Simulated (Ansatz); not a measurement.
The system is AgCl.

```
Ag Cl
1.0
     1.87091   -5.55660    0.00000
     1.87091    5.55660    0.00000
     0.00000    0.00000    3.92404
Ag Cl
2 2
Direct
  0.60344 0.39656 0.25000
  0.39656 0.60344 0.75000
  0.13455 0.86545 0.75000
  0.86545 0.13455 0.25000
```

Measurements of this composition are mostly on another form, of space group No. 225.

```yaml
Program: Ansatz 0.2.0
Task: single point
Functional: PBE
Potentials_or_basis: Ansatz PAW
Cutoff: "420 eV (not typed: the program's choice for these potentials)"
k_mesh: 8 × 8 × 7
Occupations: fermi-dirac, width 0.05 eV
Spin: no spin polarisation
```

On this cell: pressure 1.7 GPa; largest force 0.013 eV/Å; band gap on the k mesh 0.46 eV, indirect (least direct gap 1.96 eV).

The same run follows on a disturbed copy (atoms moved at random, drawn with an rms of 0.05 Å):

```
Ag Cl
1.0
     1.87091   -5.55660    0.00000
     1.87091    5.55660    0.00000
     0.00000    0.00000    3.92404
Ag Cl
2 2
Direct
  0.60513 0.39997 0.26328
  0.39179 0.59944 0.73882
  0.13721 0.86415 0.75586
  0.84467 0.12247 0.24575
```

What does the disturbed cell give?

The energy moves by +2.5 meV/atom; pressure 1.7 GPa; largest force 0.154 eV/Å; band gap on the k mesh 0.48 eV, indirect (least direct gap 1.92 eV).

Forces on the atoms (eV/Å):
```
Ag  -0.012 -0.006 -0.085
Ag  -0.068  0.006  0.083
Cl  -0.005  0.125  0.027
Cl   0.085 -0.125 -0.025
```

Stress tensor (GPa, compression positive):
```
 1.67 -0.16 -0.02
-0.16  1.75  0.07
-0.02  0.07  1.57
```

Caveats: odd divisions of the mesh miss points on the zone boundary, where band edges often lie, so the gap on the mesh can be too wide.

A k mesh can miss the band edges.
